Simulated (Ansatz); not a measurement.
# Stack of Ti2CO2 MXene under W2CCl2 MXene, shifted by a third of the diagonal in a perpendicular field, part 2 of 4

What dipole does a perpendicular field induce in the stack of Ti2CO2 MXene under W2CCl2 MXene, shifted by a third of the diagonal? A positive field points along +c.

Ansatz 0.2.0; plane-wave DFT, RPBE-D3(BJ), Ansatz PAW (the session's first sound run).

So far. Step 2 (Relaxation): The lattice constant a goes from 3.113 to 2.926 Å.

**3. Atoms held, field 0**

A sawtooth potential applies the field, turning back in the middle of the vacuum. With the dipole correction the typed value is the field outside the slab. The induced dipole is small, so the SCF threshold is tight.

The cell differs from the one that the last finished run ended in (c 50.812 → 31.550 Å).

The input, input.yaml:

```yaml
crystal:
  lattice:
    - [2.9256952147, 0.0, 0.0]
    - [-1.4628476074, 2.5337263797, 0.0]
    - [0.0, 0.0, 31.549877884]
  atoms:
    - { symbol: O, position: [0.3333333333, 0.6666666667, 0.2852625938] }
    - { symbol: Ti, position: [0.6666666667, 0.3333333333, 0.3160661406] }
    - { symbol: C, position: [0.0, 0.0, 0.3558028907] }
    - { symbol: Ti, position: [0.3333333333, 0.6666666667, 0.3949536588] }
    - { symbol: O, position: [0.6666666667, 0.3333333333, 0.4265084324] }
    - { symbol: Cl, position: [0.6666666667, 0.3333333333, 0.5169169846] }
    - { symbol: W, position: [0.0, 0.0, 0.5760601208] }
    - { symbol: C, position: [0.3333333333, 0.6666666667, 0.6155885443] }
    - { symbol: W, position: [0.6666666667, 0.3333333333, 0.654817037] }
    - { symbol: Cl, position: [0.0, 0.0, 0.7147374062] }
kpoints:
  mp_grid: { grid: [18, 18, 1] }
  band_path:
    path: [[0, 0, 0], [0.5, 0, 0], [0.33333333, 0.33333333, 0], [0, 0, 0]]
    npoints: 16
hamiltonian:
  xc: rpbe
  dispersion: d3bj
scf:
  occupations: { method: fermi_dirac, width: 0.05 }
  convergence: { dr2_threshold: 1.0e-10 }
efield:
  axis: 3
  dipole_correction: true
  ramp_position: 0.97
  ramp_width: 0.06
  amplitude: 0
output:
  dos: { projected: true, e_range: [-6, 5] }
  bader: true
  write_potential: true
  write_density: true
  volumetric_format: npy
  elf: true
```

Run with:

```bash
ansatz run input.yaml --threads 4 --pin off --max-ram 6144MiB --backend cpu --events-out ev --progress --plain --runs-dir out
```

Numbers of over 12 decimals in the logs are rounded to 6 here.

What it wrote:

```text
[...]
Crystal: 10 atoms, lattice volume = 233.876 Å³
Basis set: ecut = 420 eV, 4545 PW (Γ)
Bands: 53, of which v1, the nominal top of the filled ones, is band 43 counted from 1 (42 counted from 0)
Symmetry: 6 space group operations
[...]
k-points: 37 of 324 (time reversal used)
[...]
SCF iter   1: F=—  HF=-29635.954569 eV  |F-HF|=—  |Δ(HF+E_count)|=         —  Δρ=1.49e-2  dr2=2.69e1  ethr=1.77e-3  p=0.113 e·Å  D=8.72e-2 V/Å  ΔV_dip=-2.75 eV  dr2_dipole=1.24e1  V_vac-E_F(+/−)=4.40/7.16 eV  ⟨swp⟩=10.1  Hψ=10407  notcnv=0  defer=13
efield: sawtooth ramp at fractional position 0.9700 (set: `efield.ramp_position`, or a place that a band, a saddle search or an elastic batch's reference lends), width 0.0600; the density the first Hamiltonian is built on has a dipole p = 0.113 e·Å; the dipole correction subtracts the counter field D = 8.72e-2 V/Å, which shifts the + side's vacuum level by -2.75 eV against the − side's; the planar-averaged density in the ramp window peaks in size at 2.4e-5 e/Å³
[...]
SCF iter   2: F=—  HF=-29635.629955 eV  |F-HF|=—  |Δ(HF+E_count)|=   3.25e-1  Δρ=6.16e-3  dr2=1.57e0  ethr=1.77e-3  p=0.123 e·Å  D=9.51e-2 V/Å  ΔV_dip=-3.00 eV  dr2_dipole=7.44e-1  V_vac-E_F(+/−)=3.93/6.93 eV  ⟨swp⟩=2.0  Hψ=2453  notcnv=0  defer=71
[...]
SCF iter  16: F=-29635.550927 eV  HF=-29635.550927 eV  |F-HF|=5.82e-11  |Δ(HF+E_count)|=  1.46e-11  Δρ=3.74e-8  dr2=3.92e-12  ethr=1.00e-12  p=0.089 e·Å  D=6.92e-2 V/Å  ΔV_dip=-2.18 eV  dr2_dipole=2.27e-13  V_vac-E_F(+/−)=3.89/6.08 eV  ⟨swp⟩=2.1  Hψ=3330  notcnv=0
SCF 1 converged in 16 iterations: F = -29635.550927 eV  dr2 = 3.92e-12
[...]
NSCF: frozen V_eff on 49 k-points
efield: sawtooth ramp at fractional position 0.9700 (kept from the solve that this one continues, or follows in the run), width 0.0600; the density the first Hamiltonian is built on has a dipole p = 0.089 e·Å; the dipole correction subtracts the counter field D = 6.92e-2 V/Å, which shifts the + side's vacuum level by -2.18 eV against the − side's; the planar-averaged density in the ramp window peaks in size at 6.2e-6 e/Å³
WARN: The output density's exchange-correlation potential varies sharply where the density is thin. Do not read a vacuum level from v_tot or v_xc, or from such a field of the output density. On a cell that repeats whose density bears no net charge and no dipole along the vacuum's axis use v_es (v_loc + v_h of the components); under efield.dipole_correction with no amplitude use v_es + v_field, which holds any externa [...]
SCF converged after 16 iterations
Free energy (F): -29635.550927 eV
[...]
Internal energy: -29635.531620 eV  (E = F + TS)
E sigma→0 (E₀):  -29635.541274 eV
Entropy (-TS):   -0.019307 eV (-1.931 meV/atom)
Fermi energy:    5.181100 eV
Dipole field:    D = 0.069193 V/Å  (p = 0.089431 e·Å, saw-weighted, corrected)
Work function:   Φ+ = 3.8945 eV   Φ− = 6.0775 eV
Levels:          The Fermi level and band energies are counted from a zero that moves with the ramp; work functions are not
[...]
--- Band table (eV; the first three rows and the last of 37) ---
  k-point 0: bands = [... 39 lower, 3.4190, 3.8880, 4.9029, 4.9029, 5.5970, 5.5970, 5.6087, 5.6087, ... 6 higher]
  k-point 1: bands = [... 39 lower, 3.5545, 3.9511, 4.5174, 4.6725, 5.3897, 5.5414, 5.6353, 5.7742, ... 6 higher]
  k-point 2: bands = [... 39 lower, 3.7558, 3.7953, 4.0504, 4.2691, 5.0855, 5.5467, 5.5967, 5.9547, ... 6 higher]
  k-point 36: bands = [... 39 lower, 2.0801, 3.4816, 4.7631, 4.7921, 4.8681, 6.6028, 6.6056, 6.6546, ... 6 higher]
--- Bader charges: 10 sites ---
  site symbol  charge [e]  shift [e]
     0      O     -1.1008     0.0020
     1     Ti      1.9694     0.0019
     2      C     -1.7533     0.0000
     3     Ti      1.9570     0.0018
     4      O     -1.1375     0.0018
     5     Cl     -0.5151     0.0012
     6      W      1.3842     0.0031
     7      C     -1.6083     0.0038
     8      W      1.3652     0.0029
     9     Cl     -0.5609     0.0010
  estimated error of the sums over rays = 7.9e-4 e
```

Wall time 50 s (4 threads of Arm Neoverse V2, shared host); peak memory 0.94 GiB.

This step gave:

* energy at zero smearing: -29635.5413 eV
* work function, upper face: 3.894 eV
* work function, lower face: 6.077 eV
* dipole along the normal: 0.08943 e·Å
* step between the vacuum levels: -2.183 eV

Running mean over a fixed 2.8 Å (it still follows the layers) of the planar mean; the ramp of the sawtooth is left out. The electron's electrostatic potential energy less the Fermi level by z:

```
z (Å)  electron's electrostatic potential energy less the Fermi level (eV)
  3.5                                                                 6.08
  4.0                                                                 6.08
  4.5                                                                 6.08
  5.0                                                                 6.08
  5.5                                                                 6.08
  6.0                                                                 6.07
  6.5                                                                 6.03
  7.0                                                                 5.78
  7.5                                                                 4.28
  8.0                                                                 1.41
  8.5                                                                -1.98
  9.0                                                                -5.35
  9.5                                                                -7.96
 10.0                                                                -10.2
 10.5                                                                -10.7
 11.0                                                                -10.6
 11.5                                                                -10.6
 12.0                                                                -10.6
 12.5                                                                -10.0
 13.0                                                                -7.86
 13.5                                                                -5.38
 14.0                                                                -2.49
 14.5                                                               -0.747
 15.0                                                                -1.09
 15.5                                                                -2.65
 16.0                                                                -4.50
 16.5                                                                -7.80
 17.0                                                                -11.9
 17.5                                                                -13.7
 18.0                                                                -13.7
 18.5                                                                -14.5
 19.0                                                                -15.8
 19.5                                                                -16.3
 20.0                                                                -15.4
 20.5                                                                -14.1
 21.0                                                                -13.6
 21.5                                                                -13.4
 22.0                                                                -10.7
 22.5                                                                -6.58
 23.0                                                                -4.05
 23.5                                                                -2.23
 24.0                                                                0.540
 24.5                                                                 2.92
 25.0                                                                 3.71
 25.5                                                                 3.86
 26.0                                                                 3.89
 26.5                                                                 3.89
 27.0                                                                 3.89
 27.5                                                                 3.89
 28.0                                                                 3.89
```

The density of states has structure finer than the step of the table below, so its rows give means over 0.2 eV, whole bins alone (the curve runs from -6 to 1.47 eV). Peaks (eV: height): -5.92: 21.7, -5.67: 15.9, -5.50: 17.3, -4.48: 12.7, -4.32: 13.7, -4.13: 16.7, -3.99: 14.4.

Density of states against energy, zero at the Fermi level; means over each step:

```
energy (eV)  density of states (states/eV a cell)
       -5.8                                  7.67
       -5.6                                  12.6
       -5.4                                  7.92
       -5.2                                  7.64
       -5.0                                  7.48
       -4.8                                  5.54
       -4.6                                  7.75
       -4.4                                  9.86
       -4.2                                  9.97
       -4.0                                  7.04
       -3.8                                  4.27
       -3.6                                  4.14
       -3.4                                  5.65
       -3.2                                  5.69
       -3.0                                  3.96
       -2.8                                  3.26
       -2.6                                  2.35
       -2.4                                  3.31
       -2.2                                  3.91
       -2.0                                  4.98
       -1.8                                  3.85
       -1.6                                  2.10
       -1.4                                  2.07
       -1.2                                  2.39
       -1.0                                  2.58
       -0.8                                  2.73
       -0.6                                  4.05
       -0.4                                  2.23
       -0.2                                  1.95
        0.0                                  2.63
        0.2                                  4.83
        0.4                                  5.75
        0.6                                  4.73
        0.8                                  4.72
        1.0                                  4.09
        1.2                                  3.14
```

Projected DOS per atom over height of the atomic layer and energy from the Fermi level. Layers: O Ti C Ti O Cl W C W Cl from below.

Ten even steps from '0' (0.02 states/eV) to '9' (2.51 states/eV), each cell a mean:
```
0101003030
0203003030
0203004040
0101016061
0000002020
0000003030
0000004140
0010002020
0010101010
1131101010
2151201010
1021101010
1121100010
2131211011
1111131113
4111311011
9212921012
8434921012
4232421012
5222421022
5212643434
2112344545
```
Columns: height of the atomic layer (Å) from 9 to 22.5 (not evenly spaced); rows upwards: energy from the Fermi level (eV) from -5.96 to 1.42.

The electronic bands at the labelled points (eV, zero at the Fermi level):

```
  point  band 40  band 41  band 42  band 43  band 44  band 45  band 46  band 47
      Γ    -1.76    -1.29    -0.28    -0.28     0.42     0.42     0.43     0.43
halfway    -1.67    -1.66    -1.57    -0.50    -0.19     0.25     0.41     0.73
      M    -2.01    -1.66    -0.66    -0.07     1.20     1.58     1.72     2.17
halfway    -2.83    -2.32    -0.49     0.27     0.80     0.95     1.65     1.87
      K    -3.10    -1.70    -0.42    -0.39    -0.31     1.42     1.42     1.47
halfway    -2.55    -2.28    -1.81    -1.04     0.44     0.87     1.09     1.30
      Γ    -1.76    -1.29    -0.28    -0.28     0.42     0.42     0.43     0.43
```

Electrostatic potential energy in the ca plane at fractional y = 0.333, with atoms of Ti and O and Cl and W within 0.2 Å of it. With pseudopotentials it is smooth inside the atoms' cores, unlike the true potential.

Ten even steps from '0' (-50 eV) to '9' (11 eV), each cell a mean:
```
99999986445888888768999985457877788863136888
99999863223689988313899851015888888730003789
99999863223689997202799840004888898720002789
99999974223789888424899962026888888730004789
99999986556888888878999986568877788864346888
99999998888888766889999999888765578887778887
99999998888888766789999999998754577888888887
99999988778888767889999998888765678887778887
```
Columns run along c (16.0 Å, from fractional 0.22 to 0.73 of the cell; values clipped at the 3rd and 97th percentile), rows up along a (2.9 Å). Atoms in or near the plane, at fractional coordinates: Ti at (0.32, 0.67), O at (0.43, 0.67), Cl at (0.52, 0.67), W at (0.65, 0.67).

Valence density in the ca plane at fractional y = 0.333, with atoms of Ti and O and Cl and W within 0.2 Å of it. It is the smooth field of the valence electrons, not physical close to the nuclei.

Values in e/Å³, 5 rows by 16 columns, each cell a mean:
```
0.3 0.3 1.7 0.6 0.3 1.4 0.7 0.4 0.4 2.2 2.1 0.3 0.1 0.0 0.0 0.0
0.3 0.3 4.7 1.8 0.5 1.0 1.0 0.3 0.3 3.6 3.6 0.2 0.1 0.0 0.0 0.0
0.3 0.3 1.7 0.6 0.3 1.4 0.7 0.4 0.4 2.2 2.1 0.3 0.1 0.0 0.0 0.0
0.5 0.5 0.3 0.1 0.1 0.3 0.3 0.9 0.6 0.5 0.4 0.6 0.4 0.0 0.0 0.0
0.5 0.5 0.3 0.1 0.1 0.3 0.3 0.9 0.6 0.5 0.4 0.6 0.4 0.0 0.0 0.0
```
Columns run along c (16.0 Å, from fractional 0.34 to 0.85 of the cell), rows up along a (2.9 Å). Atoms in or near the plane, at fractional coordinates: O at (0.43, 0.67), Cl at (0.52, 0.67), W at (0.65, 0.67).

ELF in the ca plane at fractional y = 0.333, with atoms of Ti and O and Cl and W within 0.2 Å of it. It is the smooth field of the valence electrons, not physical close to the nuclei.

Ten even steps from '0' (0.00) to '9' (0.87), each cell a mean:
```
14542452115898402899995222234346732355421000
46463121158789613997787333222475673111000000
54154011268569714995487434211572384110000000
46563132148889603998896333222366662222100000
23432553114787302799984222245336632466531000
52126873111232100345542243257533323799874100
74247873221000000011111254257743334899984100
42125873111343100367652233257533323789863100
```
Columns run along c (16.0 Å, from fractional 0.29 to 0.80 of the cell), rows up along a (2.9 Å). Atoms in or near the plane, at fractional coordinates: Ti at (0.32, 0.67), O at (0.43, 0.67), Cl at (0.52, 0.67), W at (0.65, 0.67).

The work function of the upper face is 3.89 eV.

**4. Single point, field 0.05 V/Å**

Edit input.yaml of step 3 so:

```diff
@@ -32,6 +32,4 @@
   ramp_width: 0.06
-  amplitude: 0
+  amplitude: 0.05
 output:
-  dos: { projected: true, e_range: [-6, 5] }
-  bader: true
   write_potential: true
@@ -39,2 +37 @@
   volumetric_format: npy
-  elf: true
```

What it wrote:

```text
[...]
Crystal: 10 atoms, lattice volume = 233.876 Å³
Basis set: ecut = 420 eV, 4545 PW (Γ)
Bands: 53, of which v1, the nominal top of the filled ones, is band 43 counted from 1 (42 counted from 0)
Symmetry: 6 space group operations
[...]
k-points: 37 of 324 (time reversal used)
[...]
k-point 0: bands = [... 39 lower, 3.4256, 3.8897, 4.9063, 4.9063, 5.6039, 5.6039, 5.6151, 5.6151, ... 6 higher]
  k-point 1: bands = [... 39 lower, 3.5613, 3.9530, 4.5207, 4.6760, 5.3967, 5.5482, 5.6417, 5.7806, ... 6 higher]
  k-point 2: bands = [... 39 lower, 3.7594, 3.8020, 4.0523, 4.2726, 5.0928, 5.5537, 5.6032, 5.9582, ... 6 higher]
  k-point 36: bands = [... 39 lower, 2.0799, 3.4888, 4.7709, 4.7997, 4.8743, 6.6097, 6.6118, 6.6585, ... 6 higher]
[key lines of the parts left out:]
SCF converged after 15 iterations
Free energy (F): -29635.556167 eV
Fermi energy:    5.187025 eV
Dipole field:    D = 0.092950 V/Å  (p = 0.120137 e·Å, saw-weighted, corrected)
```

The job ended after 33 s (4 threads; peak memory 0.88 GiB; 2.1 min of CPU time).

The dipole is 0.120 e·Å, 0.0307 e·Å from its value without field.

**5. Single point, field -0.05 V/Å**

Edit input.yaml of step 4 so:

```diff
@@ -32,3 +32,3 @@
   ramp_width: 0.06
-  amplitude: 0.05
+  amplitude: -0.05
 output:
```

What it wrote:

```text
[...]
Crystal: 10 atoms, lattice volume = 233.876 Å³
Basis set: ecut = 420 eV, 4545 PW (Γ)
Bands: 53, of which v1, the nominal top of the filled ones, is band 43 counted from 1 (42 counted from 0)
Symmetry: 6 space group operations
[...]
k-points: 37 of 324 (time reversal used)
[...]
k-point 0: bands = [... 39 lower, 3.4123, 3.8861, 4.8994, 4.8994, 5.5900, 5.5900, 5.6022, 5.6022, ... 6 higher]
  k-point 1: bands = [... 39 lower, 3.5475, 3.9490, 4.5139, 4.6689, 5.3825, 5.5344, 5.6287, 5.7676, ... 6 higher]
  k-point 2: bands = [... 39 lower, 3.7521, 3.7884, 4.0483, 4.2654, 5.0780, 5.5397, 5.5900, 5.9512, ... 6 higher]
  k-point 36: bands = [... 39 lower, 2.0801, 3.4742, 4.7551, 4.7845, 4.8616, 6.5958, 6.5992, 6.6507, ... 6 higher]
[key lines of the parts left out:]
SCF converged after 15 iterations
Free energy (F): -29635.547224 eV
Fermi energy:    5.175033 eV
Dipole field:    D = 0.045429 V/Å  (p = 0.058716 e·Å, saw-weighted, corrected)
```

It took 33 s on 4 threads; peak memory 0.89 GiB.

The dipole is 0.0587 e·Å, -0.0307 e·Å from its value without field.

**6. Atoms held, field 0.1 V/Å**

Edit input.yaml of step 5 so:

```diff
@@ -32,3 +32,3 @@
   ramp_width: 0.06
-  amplitude: -0.05
+  amplitude: 0.1
 output:
```

What it wrote:

```text
[...]
Crystal: 10 atoms, lattice volume = 233.876 Å³
Basis set: ecut = 420 eV, 4545 PW (Γ)
Bands: 53, of which v1, the nominal top of the filled ones, is band 43 counted from 1 (42 counted from 0)
Symmetry: 6 space group operations
[...]
k-points: 37 of 324 (time reversal used)
[...]
k-point 0: bands = [... 39 lower, 3.4321, 3.8914, 4.9095, 4.9095, 5.6106, 5.6106, 5.6213, 5.6213, ... 6 higher]
  k-point 1: bands = [... 39 lower, 3.5680, 3.9548, 4.5240, 4.6793, 5.4036, 5.5549, 5.6480, 5.7869, ... 6 higher]
  k-point 2: bands = [... 39 lower, 3.7629, 3.8086, 4.0542, 4.2761, 5.1000, 5.5604, 5.6096, 5.9615, ... 6 higher]
  k-point 36: bands = [... 39 lower, 2.0797, 3.4960, 4.7786, 4.8070, 4.8805, 6.6164, 6.6178, 6.6622, ... 6 higher]
[key lines of the parts left out:]
SCF converged after 15 iterations
Free energy (F): -29635.562941 eV
Fermi energy:    5.192812 eV
Dipole field:    D = 0.116703 V/Å  (p = 0.150837 e·Å, saw-weighted, corrected)
```

Run time: 33 s. Hardware: 4 threads; peak memory 0.88 GiB.

The dipole is 0.151 e·Å, 0.0614 e·Å from its value without field.

**7. Single point, field 0.2 V/Å**

Edit input.yaml of step 6 so:

```diff
@@ -32,3 +32,3 @@
   ramp_width: 0.06
-  amplitude: 0.1
+  amplitude: 0.2
 output:
```

What it wrote:

```text
[...]
Crystal: 10 atoms, lattice volume = 233.876 Å³
Basis set: ecut = 420 eV, 4545 PW (Γ)
Bands: 53, of which v1, the nominal top of the filled ones, is band 43 counted from 1 (42 counted from 0)
Symmetry: 6 space group operations
[...]
k-points: 37 of 324 (time reversal used)
[...]
k-point 0: bands = [... 39 lower, 3.4447, 3.8944, 4.9158, 4.9158, 5.6237, 5.6237, 5.6334, 5.6334, ... 6 higher]
  k-point 1: bands = [... 39 lower, 3.5811, 3.9581, 4.5303, 4.6858, 5.4171, 5.5679, 5.6603, 5.7991, ... 6 higher]
  k-point 2: bands = [... 39 lower, 3.7696, 3.8215, 4.0576, 4.2827, 5.1140, 5.5736, 5.6220, 5.9678, ... 6 higher]
  k-point 36: bands = [... 39 lower, 2.0791, 3.5098, 4.7936, 4.8214, 4.8924, 6.6295, 6.6295, 6.6695, ... 6 higher]
[key lines of the parts left out:]
SCF converged after 14 iterations
Free energy (F): -29635.581094 eV
Fermi energy:    5.203982 eV
Dipole field:    D = 0.164195 V/Å  (p = 0.212220 e·Å, saw-weighted, corrected)
```

The job ended after 32 s (4 threads; peak memory 0.89 GiB).

The dipole is 0.212 e·Å, 0.123 e·Å from its value without field.

(Continued in part 3 of 4.)

[Logs are printed without paths, hosts, clocks, repeated set-up lines and the standing remarks that a program may print on its own settings, such as how far it seeks lower states.]

[Hosts, paths, dates, database ids (printed as entryN), source tags and the programs' standing remarks are cut or masked in the printed files.]

[Maps of the electrostatic potential energy from Ansatz leave out the sawtooth potential of an applied field or a dipole correction, so their vacuum need not be flat; planar profiles and work functions include it.]

[The density of states shown here was stored with 400 of the rows of the run's finer table, so its peaks can read low, often by over a quarter, or be missed, and its means over a window can be off by a tenth or more.]
